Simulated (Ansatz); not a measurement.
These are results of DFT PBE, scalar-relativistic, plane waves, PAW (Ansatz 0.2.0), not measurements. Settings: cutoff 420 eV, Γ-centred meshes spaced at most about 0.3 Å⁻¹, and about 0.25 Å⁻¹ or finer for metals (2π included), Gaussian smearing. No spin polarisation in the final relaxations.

Temperature and zero-point effects are left out. All come from trial cells, and lower structures may exist.

**Question.** Order these relaxed structures of ZnH5 by energy, lowest first, with the energy over the lowest of them.
1. Space group P6/mmm (No. 191), hexagonal, a = 5.100 Å, c = 3.547 Å. Zn is surrounded by 2 H at 1.77 Å; H on a site of symmetry 3m has 1 H at 0.76 Å; H on a site of symmetry 6/mmm is surrounded by 2 Zn at 1.77 Å.
2. Space group I4/mmm (No. 139), tetragonal, a = 6.656 Å, c = 4.097 Å. Zn is surrounded by 2 H at 2.05 Å; around H on a site of symmetry m2m lies 1 H at 0.74 Å; H on a site of symmetry 4/mmm is surrounded by 2 Zn at 2.05 Å.

**Answer.** 1 (0 meV/atom), 2 (133 meV/atom). Forms: 1 P6/mmm; 2 I4/mmm. Counting H atoms around Zn (those within 1.25 times the shortest such distance or 1.15 times the sum of covalent radii, 1.27 where that leaves under three): cell 1 has Zn 2; cell 2 has Zn 2. Cell 1 and cell 2 both hold H–H pairs as short as in free H₂ molecules. Even the lowest lies +0.22 eV/atom against the elements.

No dispersion correction is applied, so the spacing and binding between layers, chains or molecules are poorly described (P6/mmm, I4/mmm), and this can change margins and order among such cells. With hydrogen, zero-point motion can shift such differences by 10 meV/atom or more. A magnetic state wasn't ruled out in cells without spin, among them P6/mmm, I4/mmm. Cells relaxed within their symmetry can be saddle points. Some structure types and database cells were kept out of the candidates from the start, so a known form may be missing.
